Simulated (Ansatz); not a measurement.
**Relaxing HgH**

The calculation used DFT PBE, scalar-relativistic, plane waves, PAW (Ansatz). Cutoff 420 eV, Γ-centred k mesh, Gaussian smearing, no spin polarisation in the final step.

The start puts HgH on the tungsten carbide structure type (P-6m2, No. 187), with Hg in place of W, H in place of C, at a guessed volume.

```xyz
2
Lattice="3.2172 0.0000 0.0000 -1.6086 2.7862 0.0000 0.0000 0.0000 3.1379" Properties=species:S:1:pos:R:3 pbc="T T T"
Hg    0.0000    0.0000    0.0000
H     1.6086    0.9287    1.5690
```

Steps on the 18×18×18 mesh (2 atoms). 4 of 5 steps are shown, and the free energy counts from the last. Trial steps that were taken back and renewals of the plane-wave basis can be among the rows.

```json
{"step": "1", "ΔF (meV/atom)": "9.7", "V (Å³/atom)": "14.06", "P (GPa)": "1.55"}
{"step": "2", "ΔF (meV/atom)": "3.1", "V (Å³/atom)": "14.87", "P (GPa)": "-1.02"}
{"step": "3", "ΔF (meV/atom)": "0.5", "V (Å³/atom)": "14.72", "P (GPa)": "-0.20"}
{"step": "5", "ΔF (meV/atom)": "0.0", "V (Å³/atom)": "14.67", "P (GPa)": "0.01"}
```

A final relaxation ran on a 18×18×18 mesh. The relaxed crystal, P-6m2 (No. 187):

Space group P-6m2 (No. 187). a = 3.353 Å, b = 3.353 Å, c = 3.013 Å, α = 90.00°, β = 90.00°, γ = 120.00°
```
atom site symmetry x y z
  Hg    1a      -6m2  0.0000  0.0000  0.0000
   H    1f      -6m2  0.6667  0.3333  0.5000
```

For HgH, the volume per atom is 14.67 Å³, the density is 11.41 g/cm³ and the energy over the elements is 0.71 eV/atom. The gap on the 18×18×18 mesh is 0 eV (a metal).

Energies over the elements count from the elements' standard structures at the same level (H₂ as a molecule), with no empirical corrections.

The final run used a 18×18×18 mesh on its 2-atom cell and 0.10 eV smearing. For metals, differences of a few meV/atom aren't resolved. Spin–orbit coupling is left out.

Symmetry constrained the relaxation, so the result can be a saddle point.

Cost: 2 runs of about 1.1 core-minutes in all, on Arm Neoverse V2 (shared hosts).